Each row of the table holds one crystal calculated twice with its atoms held in place. The columns headed "given" come from PBE, and the plain "band gap" and "pressure" come from r2SCAN. The column "band gap less given band gap" is called the opening below.

Wurtzite crystals (space group P6_3mc), calculated with Ansatz 0.2.0: plane-wave PAW, scalar-relativistic, no spin polarisation, Gaussian smearing. The given columns are PBE at a 420 eV cutoff, the other gaps and pressures r2SCAN at 500 eV with cell and atoms fixed. Gaps are taken on the listed k mesh, which is the same at both levels, and pressure is positive in compression.

```
formula  element on site A  Z A  element on site B  Z B  difference of Pauling electronegativities  volume per atom (Å³)  shortest distance (Å)   k mesh  smearing width  asked k mesh  given band gap (eV)  given pressure (GPa)  band gap (eV)  pressure (GPa)  band gap less given band gap (eV)  costlier level
    MgS                 Mg   12                  S   16                                       1.27                 23.10                  2.465    6×6×4         0.02 eV         6×6×4                3.378                  0.00          4.046           -1.06                              0.668          r2SCAN
    AlN                 Al   13                  N    7                                       1.43                 10.65                  1.902  12×12×6         0.02 eV       12×12×6                4.034                  0.00          4.670           -4.63                              0.636          r2SCAN
    ZnO                 Zn   30                  O    8                                       1.79                 12.33                  1.999  12×12×6         0.02 eV       12×12×6                0.744                  0.01          1.170           -5.84                              0.426          r2SCAN
    GaN                 Ga   31                  N    7                                       1.23                 11.76                  1.967  12×12×6         0.02 eV       12×12×6                1.710                  0.00          2.116           -6.13                              0.406          r2SCAN
   CdSe                 Cd   48                 Se   34                                       0.86                 29.76                  2.682  12×12×6         0.02 eV       12×12×6                0.544                  0.00          1.031           -1.46                              0.487          r2SCAN
    TaN                 Ta   73                  N    7                                       1.54                 13.13                  1.977  18×18×8          0.1 eV       18×18×8                0.000                 -0.02          0.000           -3.65                              0.000          r2SCAN
```

MgS and AlN

1. The gap is wider in r2SCAN. Which band edge has moved?

Both have, on the program's own energy scale. The zero of that scale is a convention and not the vacuum level. The mean electrostatic potential printed with the runs is the same at both levels, but it follows only the potentials and the volume and ignores the change of the density, so it does not prove that the zero stays in place. The widening of the gap does not depend on this zero, but its division between the two edges does. In MgS the top of the valence band sinks by 0.29 eV and the bottom of the conduction band rises by 0.38 eV. AlN behaves in nearly the same way.

Theory offers a reason for each movement. In PBE an electron partly repels itself, and this pushes up compact filled states such as the anion p states at the top of the valence band. r2SCAN removes some of that error, so these states sink. It also looks at the kinetic-energy density, which makes its potential act differently on different orbitals, and so it can raise an empty state while it lowers a filled one. The two runs show the movements but do not separate these causes.

ZnO and GaN

2. Why does the gap open less here?

The most telling comparison is AlN with GaN, which have the same anion and the same structure. Their valence edges sink almost equally, by 0.26 and 0.27 eV. Their conduction edges part company: the rise is 0.38 eV in AlN but only 0.13 eV in GaN. On this scale the missing opening is lost at the conduction edge, provided that the zero moves alike in the two crystals.

Gallium differs from aluminium in having a filled 3d shell beneath the valence band. Zinc has one too, and the conduction edge of ZnO rises even less, while its valence edge sinks the most, by 0.37 eV. The polarity of the bond does not give this order, for ZnO has the largest electronegativity difference of the table and yet a small opening.

Whether and how the d shell holds the conduction edge down is not settled by these numbers. The conduction edge of such crystals contains much cation s character, and an s electron passes through the inner shells. A plausible guess is that r2SCAN changes the potential around the d shell and that the s electron feels this. A test would need the shift of the edge resolved by atom and orbital.

3. Does this matter for a transistor with a GaN channel under an AlN barrier?

It may, because the step between the two conduction edges is what keeps the electrons in the channel. On going from PBE to r2SCAN, the gap of AlN grows by more than that of GaN:

0.636 eV − 0.406 eV = 0.230 eV

This sum is firm: the two barriers, for electrons and for holes, must together grow by this amount. How they share it is not. On the program's scale the valence edges move almost together, which would put nearly all of it on the conduction side, but that holds only if both levels line up the potentials of the two crystals alike at the interface, which was not calculated.

CdSe

4. Could its opening have been guessed from the rows above?

Fairly well. Cadmium has a filled 4d shell, so CdSe should follow ZnO and GaN, and their average serves as the estimate:

expected opening = (0.426 eV + 0.406 eV) / 2 = 0.416 eV

The calculated opening is 0.487 eV, so the guess is too small by about 0.07 eV. CdSe had no part in the average, but the grouping by d shell was made with the whole table in view, so this is a check after the fact. The guess does fall on the right side of the divide, well below MgS and AlN.

The same idea can be applied to all five semiconductors by giving each group its own average, which is also the least-squares result. That is 0.65 eV without a filled d shell on the cation and 0.44 eV with one, and the typical miss is 0.03 eV. A straight line through the same five openings against the PBE gap also needs two constants and misses by twice as much. Five crystals make the d shell the better of these two guides, but they do not prove that it is the cause: the three cations with a d shell are also the heavier ones, and their crystals have the smaller gaps. The rows are a selection as well, since runs that failed or met a known fault of the program were left out.

Percentages would hide this pattern. The gap of CdSe nearly doubles while that of AlN grows by only 16 % of its PBE value, yet AlN has the larger opening. The large percentage of CdSe comes from its small starting gap.

TaN

5. Does an opening of zero mean that r2SCAN changes nothing?

No. TaN is a metal at both levels, and a metal's gap is entered as zero however strongly its bands overlap. The overlap can be found by counting off as many bands as the electrons would fill and comparing the top of these with the bottom of the next band. It shrinks from 0.41 eV in PBE to 0.30 eV in r2SCAN.

The bands therefore move apart in TaN as well, but not far enough to leave a gap. This row should not be averaged with the others. Its cell is also strongly stretched, with a ratio of the long to the short edge of 6.105 Å / 3.152 Å = 1.94, against about 1.6 in the semiconductors.

The pressure column

6. The r2SCAN pressure is much smaller in CdSe than in GaN. Does r2SCAN agree better with the PBE cell there?

Hardly. A negative pressure means that the crystal would shrink if it were released, and all six rows have one. How far it would shrink depends also on its stiffness, the bulk modulus:

relative change of volume ≈ pressure / bulk modulus

With rough recalled moduli of 190 GPa for GaN and 50 GPa for CdSe, both volumes would fall by about 3 %. CdSe shows a small pressure mainly because it is soft.

This matters for the gap too. In tetrahedral semiconductors with a direct gap at the zone centre, compression usually widens the gap. If r2SCAN were allowed to choose its own cell, the five gaps would be expected to open further than the table shows. The table gives the change at a fixed cell, which is the cleaner comparison but not the whole change, and its pressures also contain the rise of the cutoff, whose share was not separated.

Back over the gap columns

7. Which digits of the openings can be trusted?

The third decimal carries no physical meaning, and the second is doubtful when rows are ranked. In every row the plane-wave cutoff rises from 420 to 500 eV together with the change of functional. The k mesh stays the same in every row. The named set of PAW potentials stays the same too, except in GaN, where the PBE run names a special set and the r2SCAN run does not. The effect of the higher cutoff, and of any change of potentials in GaN, was not tested.

The difference of 0.02 eV between ZnO and GaN is therefore no safe ranking, and neither is that of 0.03 eV between MgS and AlN. The divide between the two groups is wider: even its closest members, AlN and CdSe, differ by 0.15 eV. Neither of these two changes its mesh or its named potentials between the levels. In GaN the potentials are probably the same despite the name: the number of electrons is unchanged, and the mean electrostatic potential, which depends on the potentials, is identical at both levels. A gap taken on a mesh can still come out too wide if a band edge lies between the points, though in all five semiconductors both runs find both edges at the zone centre.

8. Are the r2SCAN gaps good enough to stand in for measured ones?

They are not. Taking rough recalled measured gaps of 3.4 eV for ZnO and 6.1 eV for AlN, r2SCAN makes up about a sixth of what PBE lacks in ZnO and three tenths in AlN. GaN, with a recalled gap near that of ZnO, lies between them at about a quarter. Most of the deficit remains in all three, and the largest share in ZnO. The calculations also hold the atoms still, while in a real crystal their zero-point motion usually narrows the gap, so the true deficit is probably somewhat larger. The usual next step is a hybrid functional, which mixes in exact exchange and removes more of the self-repulsion.

CdSe needs one more correction before it is compared with experiment. Spin-orbit coupling is left out at both levels. It would split the top of the valence band, which has much selenium p character, and so make both gaps smaller. The opening should suffer much less, since nearly the same correction applies to both gaps.
